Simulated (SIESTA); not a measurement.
Fitting the LDA energy curve of CaO

```xyz
2
Lattice="0.0000 2.4036 2.4036 2.4036 0.0000 2.4036 2.4036 2.4036 0.0000" Properties=species:S:1:pos:R:3 pbc="T T T"
Ca    0.0000    0.0000    0.0000
O     2.4036    2.4036    2.4036
```

The cell is a database's computed one, not the measured one.

The cell was scaled at fixed shape and fractions and run with SIESTA, files PseudoDojo sr-lda-0.4.1-standard, DZP (energy shift 0.003 Ry; two zetas on semicore shells; d shell added on Ca); LDA, k mesh 10 × 10 × 10 on the cell of 2 atoms, fermi-dirac occupations of 0.05 eV, no spin polarisation, no spin-orbit coupling. Energies are those that the program minimises, any entropy of the smearing included.

```csv
V (Å³/atom),energy over the lowest row (meV/atom)
13.0524,0.00
13.3301,1.22
13.6078,6.97
13.8855,?
14.1632,29.71
14.4410,46.12
14.7187,65.27
```

Problem. Fit the third-order Birch-Murnaghan form, give V0, B0 and B′, and predict the energy left open.

Solution. With y = (V0/V)^(2/3), E = E0 + (9 V0 B0/16) [(y - 1)³ B′ + (y - 1)² (6 - 4y)]. Least squares through the rows shown give V0 = 13.1162 Å³/atom, E0 = -0.14 meV, B0 = 131.1 GPa (1 eV/Å³ = 160.218 GPa) and B′ = 4.27, with a largest miss of 0.04 meV. At V = 13.8855 the form with these constants gives 16.56 meV; the run gave 16.59 meV an atom. Measured volume: 13.91 Å³/atom (a printed reference work), so the fit lies -5.7 % from it. The runs are for a static lattice.
